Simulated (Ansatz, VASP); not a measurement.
## Ni (Ni strained to the junction's net) in two plane-wave programs

Wanted: the spread between two codes on one cell, functional and k mesh. The structure shown is the end of the Ansatz relaxation below.

Calculated with Ansatz 0.2.0; plane waves, with VASP 6.6.1 beside it; single point at PBE.

## Step 1: Set-up

Symmetry: R-3m, No. 166, trigonal system. Conventional cell: a = 2.560 Å, b = 2.560 Å, c = 5.997 Å, α = 90.00°, β = 90.00°, γ = 120.00°. Nearest to Ni lie 12 Ni at 2.49 to 2.56 Å.

## Step 2: Ansatz: relaxation, PBE

Ansatz runs on its default PAW (the set named soft_2) files.

This run makes the geometry at which the two programs are then compared.

File input.yaml:

```yaml
crystal:
  lattice:
    - [2.56, 0.0, 0.0]
    - [-1.28, 2.2170250337, 0.0]
    - [0.0, 0.0, 5.9751064134]
  atoms:
    - { symbol: Ni, position: [0.0, 0.0, 0.0], spin: 0.7 }
    - { symbol: Ni, position: [0.3333333333, 0.6666666667, 0.3333333333], spin: 0.7 }
    - { symbol: Ni, position: [0.6666666667, 0.3333333333, 0.6666666667], spin: 0.7 }
magnetization:
  spin_polarized: true
kpoints:
  mp_grid: { grid: [18, 18, 5] }
scf:
  occupations: { method: fermi_dirac, width: 0.1 }
  max_iter: 150
hamiltonian:
  xc: pbe
relax:
  f_tol: 0.01
  max_steps: 40
  cell: { fix: [a, b, angles] }
```

Command:

```sh
$ ansatz run input.yaml --threads 4 --pin off --max-ram 12288MiB --backend cpu --events-out ev --progress --plain --runs-dir out
```

Numbers of over 12 decimals in the logs are rounded to 6 here.

Log:

```text
Engine: ansatz 0.2.0, aarch64-unknown-linux-gnu
Pseudopotentials: kind: paw
Pseudopotential: Ni, paw, valence charge 18, recommended cutoff 420 eV (normal), Ni.paw.azcp
Functional definition: PBE
  parameter kappa = 0.804
  parameter beta = 0.066725
  exchange = pbe_x(kappa = kappa, mu = beta*pi^2/3)
  correlation = pbe_c(beta = beta)
Crystal: 3 atoms, lattice volume = 33.912 Å³
Basis set: ecut = 420 eV, 661 PW (Γ), exchange–correlation on 36×36×80 points (8 copies of the dense FFT grid, shifted against one another)
Bands: 34, of which v1, the nominal top of the filled ones, is band 27 counted from 1 (26 counted from 0)
Symmetry: 36 space group operations
Space group: R-3m (ITA 166), of the structure as read, at distance tolerance 3.2e-5 Å
Magnetic group: BNS 166.97 (UNI 1327), of the structure as read, at distance tolerance 3.2e-5 Å
k-points: 165 of 1620
Non-local potential: Ni, projectors of the file, l = 0: 3, l = 1: 2, l = 2: 3, l = 3: 1
PAW form: soft (Blöchl's): semilocal exchange-correlation on the pseudo side does not see the compensation charge
PAW one-centre angular grid: Ni, 590 points (default); XC on 64 Gauss nodes
Initial density: superposition of atomic densities (chi_scale 0.1, normalization cell)
Starting moments: Σ|m| = 2.1 μB on 3 of 3 sites
Initial wavefunctions: pseudopotential atomic-orbital guess
Functional: x = pbe(κ = 0.804, μ = 0.219515), c = pbe(β = 0.066725)
iter 1 solved again at ethr=2.07e-3 eV; its pass at ethr=3.10e-3 eV (dr2=1.12e0 eV) is discarded
SCF iter   1: F=—  HF=-17516.773119 eV  |F-HF|=—  |Δ(HF+E_count)|=         —  Δρ=6.05e-2 (↑1.43e-2 ↓6.05e-2)  dr2=1.12e0  dr2_m=1.80e-1  M=2.196 μB ∫|m|=2.318 μB  β_m=0.30  ethr=2.07e-3  ⟨swp⟩=1.0  Hψ=49804  notcnv=0
Mixer restart at iter 1: flushing history
preconditioner: auto → Kerker (q_TF=auto, 2.948 Å⁻¹)  [metal: Δε(μ)=0.001 eV  Ē_g=8.610 eV  σ=0.100 eV  W_gap=0.00  n_scr=10 (ndim 8)  ℏωp=34.9 eV  f_vac=0.000  D(μ)=5.49/eV (n_scr^D=94)]
spin=Collinear: Kerker preconditioning applied to the charge; magnetization (m = ρ↑ − ρ↓) channel mixes plain (no charge-response kernel on spin).
SCF iter   2: F=—  HF=-17516.794613 eV  |F-HF|=—  |Δ(HF+E_count)|=   2.15e-2  Δρ=2.63e-2 (↑2.63e-2 ↓1.53e-2)  dr2=4.52e-2  dr2_m=9.68e-2  M=2.165 μB ∫|m|=2.322 μB  β_m=0.31  ethr=2.07e-3  ⟨swp⟩=2.0  Hψ=17372  notcnv=0
SCF iter   3: F=—  HF=-17517.706053 eV  |F-HF|=—  |Δ(HF+E_count)|=         —  Δρ=2.72e-2 (↑2.72e-2 ↓9.74e-3)  dr2=7.63e-2  dr2_m=7.94e-2  M=2.205 μB ∫|m|=2.401 μB  β_m=0.31  ethr=8.37e-5  ⟨swp⟩=2.0  Hψ=20414  notcnv=0  defer=157
Mixer restart at iter 3: flushing history
SCF iter   4: F=—  HF=-17518.303371 eV  |F-HF|=—  |Δ(HF+E_count)|=   5.97e-1  Δρ=1.88e-2 (↑1.88e-2 ↓6.67e-3)  dr2=8.25e-2  dr2_m=2.09e-2  M=2.130 μB ∫|m|=2.347 μB  β_m=0.66  ethr=8.37e-5  ⟨swp⟩=2.0  Hψ=17979  notcnv=0  defer=158
SCF iter   5: F=—  HF=-17519.115177 eV  |F-HF|=—  |Δ(HF+E_count)|=   8.12e-1  Δρ=1.05e-2 (↑3.98e-3 ↓1.05e-2)  dr2=4.78e-2  dr2_m=5.58e-3  M=1.963 μB ∫|m|=2.226 μB  β_m=0.83  ethr=8.37e-5  ⟨swp⟩=2.2  Hψ=22107  notcnv=0  defer=176
SCF iter   6: F=—  HF=-17519.177560 eV  |F-HF|=—  |Δ(HF+E_count)|=   6.24e-2  Δρ=5.15e-3 (↑1.80e-3 ↓5.15e-3)  dr2=1.10e-2  dr2_m=1.28e-3  M=1.919 μB ∫|m|=2.191 μB  β_m=0.84  ethr=8.37e-5  ⟨swp⟩=1.6  Hψ=14972  notcnv=0  defer=176
SCF iter   7: F=—  HF=-17519.184790 eV  |F-HF|=—  |Δ(HF+E_count)|=   7.23e-3  Δρ=2.98e-3 (↑2.68e-3 ↓2.98e-3)  dr2=4.83e-3  dr2_m=1.03e-5  M=1.912 μB ∫|m|=2.187 μB  β_m=0.66  ethr=2.04e-5  ⟨swp⟩=2.3  Hψ=19508  notcnv=0  defer=216
SCF iter   8: F=—  HF=-17519.183062 eV  |F-HF|=—  |Δ(HF+E_count)|=   1.73e-3  Δρ=7.37e-4 (↑7.37e-4 ↓4.60e-4)  dr2=1.50e-4  dr2_m=1.11e-5  M=1.908 μB ∫|m|=2.184 μB  β_m=0.83  ethr=8.95e-6  ⟨swp⟩=2.0  Hψ=15283  notcnv=0  defer=213
SCF iter   9: F=—  HF=-17519.183026 eV  |F-HF|=—  |Δ(HF+E_count)|=   3.67e-5  Δρ=3.38e-4 (↑3.06e-4 ↓3.38e-4)  dr2=6.10e-5  dr2_m=2.05e-7  M=1.906 μB ∫|m|=2.182 μB  β_m=0.81  ethr=2.78e-7  ⟨swp⟩=2.5  Hψ=18446  notcnv=0  defer=213
SCF iter  10: F=—  HF=-17519.183001 eV  |F-HF|=—  |Δ(HF+E_count)|=   2.46e-5  Δρ=9.09e-5 (↑6.36e-5 ↓9.09e-5)  dr2=4.18e-6  dr2_m=7.11e-8  M=1.905 μB ∫|m|=2.182 μB  β_m=0.90  ethr=1.13e-7  ⟨swp⟩=2.2  Hψ=15251  notcnv=0  defer=211
SCF iter  11: F=—  HF=-17519.183000 eV  |F-HF|=—  |Δ(HF+E_count)|=   1.19e-6  Δρ=9.08e-6 (↑3.39e-6 ↓9.08e-6)  dr2=3.03e-8  dr2_m=5.72e-9  M=1.905 μB ∫|m|=2.182 μB  β_m=0.95  ethr=7.74e-9  ⟨swp⟩=2.0  Hψ=15753  notcnv=0  defer=210
SCF iter  12: F=-17519.183000 eV  HF=-17519.183000 eV  |F-HF|=8.74e-9  |Δ(HF+E_count)|=   2.89e-8  Δρ=5.20e-6 (↑2.50e-6 ↓5.20e-6)  dr2=1.16e-8  dr2_m=6.86e-10  M=1.905 μB ∫|m|=2.182 μB  ethr=5.61e-11  ⟨swp⟩=2.4  Hψ=40384  notcnv=0
SCF 1 converged in 12 iterations: F = -17519.183000 eV  dr2 = 1.16e-8
  greatest PAW one-centre occupation: 1.001 electrons in one spin orbital (limit 2), on the Ni atom at site 2 (counted from 0), in its partial waves of l = 1
[...]
SCF iter   3: F=—  HF=-17519.183325 eV  |F-HF|=—  |Δ(HF+E_count)|=   3.48e-5  Δρ=7.19e-5 (↑2.62e-5 ↓7.19e-5)  dr2=5.06e-7  dr2_m=3.51e-7  M=1.906 μB ∫|m|=2.183 μB  β_m=0.55  ethr=9.62e-8  ⟨swp⟩=2.6  Hψ=20384  notcnv=0
SCF iter   4: F=—  HF=-17519.183332 eV  |F-HF|=—  |Δ(HF+E_count)|=   6.43e-6  Δρ=4.80e-5 (↑9.66e-6 ↓4.80e-5)  dr2=4.85e-7  dr2_m=2.05e-7  M=1.906 μB ∫|m|=2.183 μB  β_m=0.78  ethr=9.38e-10  ⟨swp⟩=2.0  Hψ=20337  notcnv=0
SCF iter   5: F=—  HF=-17519.183334 eV  |F-HF|=—  |Δ(HF+E_count)|=   2.21e-6  Δρ=4.66e-5 (↑9.34e-6 ↓4.66e-5)  dr2=5.32e-7  dr2_m=1.25e-7  M=1.907 μB ∫|m|=2.184 μB  β_m=0.85  ethr=8.98e-10  ⟨swp⟩=2.1  Hψ=14728  notcnv=0
SCF iter   6: F=—  HF=-17519.183335 eV  |F-HF|=—  |Δ(HF+E_count)|=   1.05e-6  Δρ=9.60e-6 (↑4.72e-6 ↓9.60e-6)  dr2=8.52e-9  dr2_m=8.38e-9  M=1.907 μB ∫|m|=2.184 μB  β_m=0.92  ethr=8.98e-10  ⟨swp⟩=2.0  Hψ=18825  notcnv=0
SCF iter   7: F=-17519.183335 eV  HF=-17519.183335 eV  |F-HF|=5.47e-8  |Δ(HF+E_count)|=   1.57e-8  Δρ=1.24e-5 (↑6.12e-6 ↓1.24e-5)  dr2=6.82e-8  dr2_m=3.66e-9  M=1.907 μB ∫|m|=2.184 μB  ethr=1.58e-11  ⟨swp⟩=1.8  Hψ=35017  notcnv=0
SCF 2 converged in 7 iterations: F = -17519.183335 eV  dr2 = 6.82e-8
relax step   2: F+E_penalty+E_count = -17519.18333482 eV  Δ(F+E_penalty+E_count) = -3.349e-4 eV  max|allowed force component| = 1.680e-27 eV/Å  Δτ_max = 0.0000 Å  P = -6.247 GPa  Ω = 33.968 Å³  energy of the carried Pulay correction = -1.963e-5 eV  fix = [a, b, alpha, beta, gamma]  reactions: a -9.733, b -9.733 GPa  (7 SCF iters, dr2 threshold 3.00e-7 eV, accepted)
[...]
relax step   3: F+E_penalty+E_count = -17519.18346861 eV  Δ(F+E_penalty+E_count) = -1.338e-4 eV  max|allowed force component| = 1.970e-27 eV/Å  Δτ_max = 0.0000 Å  P = -6.619 GPa  Ω = 34.038 Å³  energy of the carried Pulay correction = -4.400e-5 eV  fix = [a, b, alpha, beta, gamma]  reactions: a -9.932, b -9.932 GPa  (7 SCF iters, dr2 threshold 3.00e-7 eV, accepted)
[...]
relax step   4: F+E_penalty+E_count = -17519.18350756 eV  Δ(F+E_penalty+E_count) = -3.895e-5 eV  max|allowed force component| = 5.105e-29 eV/Å  Δτ_max = 0.0000 Å  P = -6.623 GPa  Ω = 34.038 Å³  fix = [a, b, alpha, beta, gamma]  reactions: a -9.936, b -9.936 GPa  stress off target by 2.46e-3 GPa on what of the cell is left free  SCF on the basis re-selected at this cell (its energy is not comparable with the rows above)  (8 SCF iters)
basis re-selected at this cell: Δ(F+E_penalty+E_count) = -3.895e-5 eV, ΔP = -0.004 GPa vs the last step (what re-selecting the basis moved, of the pressure what is left beyond the Pulay correction that the steps carried, after the strain that the cell walked since its last selection, with what the two solves' SCF thresholds leave and, on support functions, any second-order correction that the steps lacked; it is no measure of the basis error at this ecutwfc). The dense FFT grid was sized anew with the basis: this SCF ran on 18×18×45 points, the steps before it on 18×18×40, so part of this shift can come from that change (see relax.cell in the input reference). [rest of the remark cut]
SCF converged after 8 iterations
Magnetization: 1.9093 μB (27.9546 up, 26.0454 down)
Absolute magnetization: 2.1898 μB (∫|ρ↑−ρ↓|, with the PAW one-centre terms)
Spin contamination: 0.0230 ħ² per cell (⟨S²⟩ above its minimum at these occupations)
Per-site moments (μB) at R_I (Å): [(0.677158, 1.025533), (0.677158, 1.025533), (0.677158, 1.025533)]
Free energy (F): -17519.183508 eV
Harris-Foulkes:  -17519.183508 eV  (|F-HF|=7.28e-12)
Internal energy: -17519.017122 eV  (E = F + TS)
E sigma→0 (E₀):  -17519.100315 eV
Entropy (-TS):   -0.166386 eV (-55.462 meV/atom)
Fermi energy:    17.238052 eV
--- Per-component energies (eV) ---
  E_band       = -898.444617
  E_kinetic    = 844.070664
  E_local      = -10523.233898  (includes V_loc(G=0)·N_el)
  E_nonlocal   = 1908.228236
  E_hartree    = 4388.261982
  E_xc         = -253.135966
  E_vxc        = -326.328946  (∫ρ·V_xc dr)
  E_paw        = -4890.286239  (= ΣΔE_a)
  E_vpaw       = -1577.706482  (= ΣTr[D̂ρ^β])
  E_aug_tail   = 0.001521  (compensation charges beyond the density's cutoff)
  E_ewald      = -8992.923422
  E_smearing   = -0.166386  (= −TS)
  E_closure    = 0.000000  (closes the sum)
  Σ components = -17519.183508   (vs F -17519.183508, Δ=0.00e0)
--- Forces (eV/Å), atoms counted from 1 ---
  atom   1  Ni     0.00000000     0.00000000     0.00000000
  atom   2  Ni     0.00000000    -0.00000000     0.00000000
  atom   3  Ni    -0.00000000    -0.00000000    -0.00000000
  max |Σ_I F_I| component: 8.25e-29 eV/Å
--- Stress (GPa, compression-positive) ---
       -9.935729       0.000000      -0.000000
        0.000000      -9.935729       0.000000
       -0.000000       0.000000       0.002459
  P = ⅓ Tr σ = -6.6230 GPa (-66.230 kbar)
--- Relaxed structure (3 steps of the walk, 3 accepted, 1 SCFs on fresh bases) ---
  F+E_penalty+E_count = -17519.18350756 eV   max|allowed force component| = 5.105e-29 eV/Å   (the final SCF, on the basis selected at the relaxed cell)
  cell:  # Å, volume = 34.0380 Å³
    - [2.560000, 0, 0]
    - [-1.280000, 2.217025, 0]
    - [0, 0, 5.997275]
  atoms:
    - { symbol: Ni, position: [0, 0, 0] }
    - { symbol: Ni, position: [0.333333, 0.666667, 0.333333] }
    - { symbol: Ni, position: [0.666667, 0.333333, 0.666667] }
```

## Step 3: VASP: single point, PBE

The same cell, functional, mesh and smearing now go to VASP, with its own data sets.

Lines of VASP's logs that name or quote its potential files are left out, and so is its time.

File INCAR:

```
SYSTEM = Ni
PREC = Accurate
ENCUT = 600
EDIFF = 1E-06
NELM = 200
ISMEAR = -1
SIGMA = 0.1
LREAL = .FALSE.
ALGO = Normal
GGA = PE
NBANDS = 24
ISPIN = 2
MAGMOM = 0.68 0.68 0.68
LASPH = .TRUE.
LMAXMIX = 4
LORBIT = 11
LWAVE = .FALSE.
LCHARG = .FALSE.
ISIF = 2
GGA_COMPAT = .FALSE.
KPAR = 2
```

File POSCAR:

```
Ni
1.0
    2.5600000000      0.0000000000      0.0000000000
   -1.2800000000      2.2170250337      0.0000000000
    0.0000000000      0.0000000000      5.9972748788
Ni
3
Direct
    0.0000000000      0.0000000000      0.0000000000
    0.3333333333      0.6666666667      0.3333333333
    0.6666666667      0.3333333333      0.6666666667
```

File KPOINTS:

```
Automatic mesh
0
Gamma
18 18 5
0 0 0
```

PAW data sets: Ni (PBE family, release 64).

Command:

```sh
$ mpirun -np 2 vasp_std
```

Log:

```text
[banner, memory and clock lines left out]
running    2 mpi-ranks, on    1 nodes
 distrk:  each k-point on    1 cores,    2 groups
 distr:  one band on    1 cores,    1 groups

 POSCAR found type information on POSCAR Ni
 POSCAR found :  1 types and       3 ions
 LDA part: xc-table for (Slater+PW92), standard interpolation
 POSCAR, INCAR and KPOINTS ok, starting setup
 FFT: planning ... GRIDC
 FFT: planning ... GRID_SOFT
 FFT: planning ... GRID
 WAVECAR not read
 entering main loop
       N       E                     dE             d eps       ncg     rms          rms(c)
DAV:   1     0.176136695538E+03    0.17614E+03   -0.14477E+04 16464   0.193E+03
DAV:   2    -0.105360627595E+02   -0.18667E+03   -0.17455E+03 15936   0.313E+02
DAV:   3    -0.193730929627E+02   -0.88370E+01   -0.84770E+01 18120   0.917E+01
DAV:   4    -0.194932631516E+02   -0.12017E+00   -0.12011E+00 20160   0.964E+00
DAV:   5    -0.194966086297E+02   -0.33455E-02   -0.33453E-02 18632   0.141E+00    0.165E+01
DAV:   6    -0.175763940164E+02    0.19202E+01   -0.19496E+01 17392   0.771E+01    0.111E+01
DAV:   7    -0.164762277090E+02    0.11002E+01   -0.40924E+00 18232   0.326E+01    0.303E+00
DAV:   8    -0.164424402743E+02    0.33787E-01   -0.38395E-02 21056   0.197E+00    0.153E+00
DAV:   9    -0.164352291327E+02    0.72111E-02   -0.20586E-03 23936   0.483E-01    0.480E-01
DAV:  10    -0.164335824697E+02    0.16467E-02   -0.45389E-04 21264   0.257E-01    0.130E-01
DAV:  11    -0.164334974341E+02    0.85036E-04   -0.24873E-04 21736   0.202E-01    0.421E-02
DAV:  12    -0.164334792400E+02    0.18194E-04   -0.17937E-05 20408   0.478E-02    0.201E-02
DAV:  13    -0.164334792064E+02    0.33588E-07   -0.25223E-06 16424   0.145E-02
   1 F= -.16433479E+02 E0= -.16349344E+02  d E =-.168270E+00  mag=     1.8672
```

Parts of OUTCAR (step 3):

```text
ion  position               nearest neighbor table
   1  0.000  0.000  0.000-   2 2.49   3 2.49   3 2.49   2 2.49   3 2.49   2 2.49
   2  0.333  0.667  0.333-   1 2.49   1 2.49   1 2.49   3 2.49   3 2.49   3 2.49
   3  0.667  0.333  0.667-   1 2.49   1 2.49   1 2.49   2 2.49   2 2.49   2 2.49

  LATTYP: Found a hexagonal cell.
 ALAT       =     2.5600000000
 C/A-ratio  =     2.3426854995

 Subroutine GETGRP returns: Found 12 space group operations
 (whereof 12 operations were pure point group operations)

The static configuration has the point symmetry D_3d.

 Found    165 irreducible k-points:

   k-points           NKPTS =    165   k-points in BZ     NKDIM =    165   number of bands    NBANDS=     24

   dimension x,y,z NGX =    20 NGY =   20 NGZ =   48
   dimension x,y,z NGXF=    40 NGYF=   40 NGZF=   96

   ENCUT  =  600.0 eV  44.10 Ry    6.64 a.u.   5.11  5.11 11.98*2*pi/ulx,y,z

   NELECT =      30.0000    total number of electrons

 k-points in reciprocal lattice and weights: Automatic mesh
   0.00000000  0.00000000  0.00000000       0.001
   0.05555556 -0.00000000  0.00000000       0.004
   0.11111111 -0.00000000  0.00000000       0.004
   0.16666667  0.00000000  0.00000000       0.004
   0.22222222  0.00000000  0.00000000       0.004
   0.27777778  0.00000000  0.00000000       0.004
   0.33333333  0.00000000  0.00000000       0.004
   0.38888889  0.00000000  0.00000000       0.004
   0.44444444  0.00000000  0.00000000       0.004
[...]
-0.27777778 -0.38888889  0.40000000       0.007
   0.33333333  0.33333333  0.40000000       0.002

 average (electrostatic) potential at core
       1 -82.5166       2 -82.5166       3 -82.5166

 E-fermi :   8.7852

 spin component 1
 k-point     1 :       0.0000    0.0000    0.0000
  band No.  band energies     occupation
    ...
     14       7.5913      0.99999
     15       7.8407      0.99992
     16       7.8407      0.99992
     17       7.8408      0.99992
     18       7.8408      0.99992
     19      19.9171      0.00000
     20      19.9171      0.00000
     21      30.8849      0.00000
     22      30.8849      0.00000
     23      31.9858      0.00000
    ...

 k-point     2 :       0.0556   -0.0000    0.0000
  band No.  band energies     occupation
    ...
     14       7.5960      0.99999
     15       7.7150      0.99998
     16       7.8912      0.99987
     17       7.9548      0.99975
     18       8.1041      0.99890
     19      19.9854      0.00000
     20      19.9873      0.00000
     21      29.1190      0.00000
     22      30.3045      0.00000
     23      30.4204      0.00000
    ...

 k-point     3 :       0.1111   -0.0000    0.0000
  band No.  band energies     occupation
    ...
     14       7.5842      0.99999
     15       7.6143      0.99999
     16       8.0536      0.99934
     17       8.1754      0.99776
     18       8.5292      0.92826
     19      20.1878      0.00000
     20      20.2008      0.00000
     21      26.4849      0.00000
     22      28.8127      0.00000
     23      29.2774      0.00000
    ...

 k-point     4 :       0.1667    0.0000    0.0000
  band No.  band energies     occupation
    ...
     13       7.4621      1.00000
     14       7.4736      1.00000
     15       7.6562      0.99999
     16       8.1356      0.99849
     17       8.5485      0.91431
     18       9.0167      0.08992
     19      20.5218      0.00000
     20      20.5451      0.00000
     21      23.9091      0.00000
     22      27.3282      0.00000
    ...

 k-point     5 :       0.2222    0.0000    0.0000
  band No.  band energies     occupation
    ...
     12       7.2389      1.00000
     13       7.3982      1.00000
     14       7.4787      1.00000
     15       7.7326      0.99997
     16       8.2010      0.99711
     17       8.9564      0.15298
     18       9.5474      0.00049
     19      20.6559      0.00000
     20      20.9841      0.00000
     21      21.8452      0.00000
    ...

 k-point     6 :       0.2778    0.0000    0.0000
  band No.  band energies     occupation
    ...
     12       7.5096      1.00000
     13       7.5132      1.00000
     14       7.6149      0.99999
     15       7.8439      0.99992
     16       8.2511      0.99523
     17       9.3916      0.00232
     18      10.1393      0.00000
     19      18.7859      0.00000
     20      21.5520      0.00000
     21      22.0913      0.00000
    ...

  Total       -2.1092536     -2.1092536     -0.0475937      0.0000000      0.0000000      0.0000000
  in kB      -99.2829957    -99.2829957     -2.2402453      0.0000000      0.0000000      0.0000000
  external PRESSURE =     -66.9354122 kB  Pullay stress =       0.0000000 kB

  energy-cutoff  :      600.00
  volume of cell :       34.04
      direct lattice vectors                 reciprocal lattice vectors
     2.560000000  0.000000000  0.000000000     0.390625000  0.225527449  0.000000000
    -1.280000000  2.217025034  0.000000000     0.000000000  0.451054898  0.000000000
     0.000000000  0.000000000  5.997274879     0.000000000  0.000000000  0.166742399

 POSITION                                       TOTAL-FORCE (eV/Angst)
 -----------------------------------------------------------------------------------
      0.00000      0.00000      0.00000        -0.000000      0.000000      0.000000
     -0.00000      1.47802      1.99909        -0.000000     -0.000000     -0.000000
      1.28000      0.73901      3.99818         0.000000      0.000000      0.000000
 -----------------------------------------------------------------------------------
    total drift:                               -0.000000      0.000000      0.000000

  FREE ENERGIE OF THE ION-ELECTRON SYSTEM (eV)
  ---------------------------------------------------
  free  energy   TOTEN  =       -16.4334792064 eV

  energy  without entropy=      -16.2652094681  energy(sigma->0) =      -16.34934434

 total charge
# of ion       s       p       d       tot
------------------------------------------
    1        0.481   0.462   8.299   9.241
    2        0.481   0.462   8.299   9.241
    3        0.481   0.462   8.299   9.241
--------------------------------------------------
tot          1.443   1.385  24.897  27.724

 magnetization (x)
# of ion       s       p       d       tot
------------------------------------------
    1       -0.006  -0.024   0.667   0.637
    2       -0.006  -0.024   0.667   0.637
    3       -0.006  -0.024   0.667   0.637
--------------------------------------------------
tot         -0.019  -0.071   2.002   1.912

[... 6 further parts left out ...]
```

The magnetic state follows from one typed start and may not be the lowest.

## Step 4: Comparison

Known differences besides the potentials themselves: VASP starts from the moments at which Ansatz ended; the data sets hold 54 valence electrons in Ansatz (on its default PAW (the set named soft_2) files) and 30 in VASP; the cutoff is 420 eV in Ansatz and 600 eV in VASP; Ansatz's pressure holds a Pulay correction, VASP's none; site moments are counted in spheres of each program's own size. Total energies have different zeros and are not compared.

The two programs side by side:

```
          quantity  Ansatz   VASP  difference
    pressure (GPa)   -6.62  -6.69       +0.07
 total moment (μB)    1.91   1.87       +0.04
moment on Ni1 (μB)    0.68   0.64       +0.04
moment on Ni2 (μB)    0.68   0.64       +0.04
moment on Ni3 (μB)    0.68   0.64       +0.04
```

## Step 5: Outcome

| Item | Value |
| --- | --- |
| difference in total moment (single point, PBE) | 0.042 μB |

The difference in total moment is 0.042 μB (single point, PBE). The data sets hold unlike numbers of valence electrons (54 in Ansatz and 30 in VASP), so part of the differences comes from the potentials. Such differences can come from data sets, numerical settings and the points named under the comparisons, not from the functional's error against experiment.

[Lines on the potential files, build, host, timing and source positions are cut from VASP's logs without a mark.]

[Logs are printed without paths, hosts, clocks, repeated set-up lines and the standing remarks that a program may print on its own settings, such as how far it seeks lower states.]

[Hosts, paths, dates, database ids (printed as entryN), source tags and the programs' standing remarks are cut or masked in the printed files.]
